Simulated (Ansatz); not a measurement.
Input of an Ansatz 0.2.0 run:

The input input.yaml:

```yaml
crystal:
  lattice:
    - [0.0, 1.9156, 1.9156]
    - [1.9156, 0.0, 1.9156]
    - [1.9156, 1.9156, 0.0]
  atoms:
    - { symbol: Ir, position: [0.0, 0.0, 0.0] }
kpoints:
  mp_grid: { grid: [12, 12, 12] }
scf:
  occupations: { method: fermi_dirac, width: 0.05 }
hamiltonian:
  xc: revpbe
  pseudopotentials: { kind: all_electron, lapw: { basis_error: 0.001 } }
output:
  forces: true
  stress: true
relax:
  f_tol: 0.01
  max_steps: 60
  cell: {}
```

Potentials or basis: all-electron LAPW, scalar-relativistic.

Launch:

```sh
$ ansatz run input.yaml --threads 1 --pin off --max-ram 3072MiB --backend cpu --events-out ev --progress --plain --runs-dir out
```

Task: What does it give for the relaxed volume?

Result: 14.60 Å³/atom.

Task: Estimate the relaxed cell.

Result: a = 2.744 Å, b = 2.744 Å, c = 2.744 Å, α = 60.00°, β = 60.00°, γ = 60.00°.

Task: Predict the space group after relaxing (to 0.05 Å).

Result: Fm-3m (No. 225).

Step by step:
| step | energy change (eV) | largest force (eV/Å) | volume (Å³) |
| --- | --- | --- | --- |
| 1 | 0.0000 | 0.0000 | 14.06 |
| 2 | -0.0227 | 0.0000 | 14.68 |
| 3 | -0.0231 | 0.0000 | 14.61 |
| 4 | -0.0231 | 0.0000 | 14.60 |
| 5 | -0.0231 | 0.0000 | 14.60 |

The run has no spin-orbit coupling, so splittings on Ir are missing. revPBE gives volumes clearly too large for solids.
